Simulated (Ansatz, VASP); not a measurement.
# Ir in VASP and in Ansatz

```
CELL_PARAMETERS angstrom
2.72261 0.00000 0.00000
-1.36131 2.35785 0.00000
0.00000 0.00000 4.41485
ATOMIC_POSITIONS crystal
Ir 0.33333 0.66667 0.25000
Ir 0.66667 0.33333 0.75000
```

Alike in both runs: task single point; functional RPBE; k mesh 15 × 15 × 8; occupations fermi-dirac, width 0.1 eV; no spin polarisation.

|  | VASP | Ansatz |
| --- | --- | --- |
| version | VASP 6.6.1 | Ansatz 0.2.0 |
| potentials or method | VASP PAW PBE potentials, release 64 (Ir) | plane waves (420 eV) with PAW, scalar-relativistic |
| plane-wave cutoff (eV) | 520 | 420 |
| valence electrons in the cell | 18 | 34 |

```csv
,VASP,Ansatz,Ansatz less VASP
pressure (GPa),15.1,14.6,-0.49
largest component of the traceless stress (GPa),0.12,0.07,-0.045
```

With one functional, cell and mesh, what is left measures potentials, basis and numerics. The two sets of potentials don't hold the same shells in valence.

Caveats: so large a pressure means that the cell lies far from this level's equilibrium, or that cutoff or potentials fall short (VASP); the potentials were made for another functional, which shifts forces and pressure (VASP). The runs have no spin-orbit coupling, so splittings on Ir are missing.
